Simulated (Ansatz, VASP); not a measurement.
Two plane-wave programs on SiS3

```
CELL_PARAMETERS angstrom
-1.71172 1.71172 6.62056
1.71172 -1.71172 6.62056
1.71172 1.71172 -6.62056
ATOMIC_POSITIONS crystal
Si 0.00000 0.00000 0.00000
S 0.50000 0.50000 0.00000
S 0.25000 0.75000 0.50000
S 0.75000 0.25000 0.50000
```

Alike in both runs: functional PBE; k mesh 6 × 6 × 6; occupations gaussian, width 0.1 eV; no spin polarisation.

Ansatz relaxed the structure, and its values are those at the end. VASP's run is a single point on that final structure, the one shown.

```csv
,VASP,Ansatz
version,VASP 6.6.1,Ansatz 0.2.0
potentials or method,"VASP PAW PBE potentials, release 64 (Si, S)","scalar-relativistic, plane waves, PAW"
plane-wave cutoff (eV),520,420
valence electrons in the cell,22,22
```

```tsv
	VASP	Ansatz	Ansatz less VASP
gap on the k mesh at the Fermi level (eV)	none	none	-
pressure (GPa)	-0.1	0.0	+0.12
```

A gap of «none» marks a metal or a gap that the smearing closes. With one functional, cell and mesh, what is left measures potentials, basis and numerics.

Caveats: the k mesh is coarse (spacing up to 0.43 Å⁻¹), so the values aren't converged.
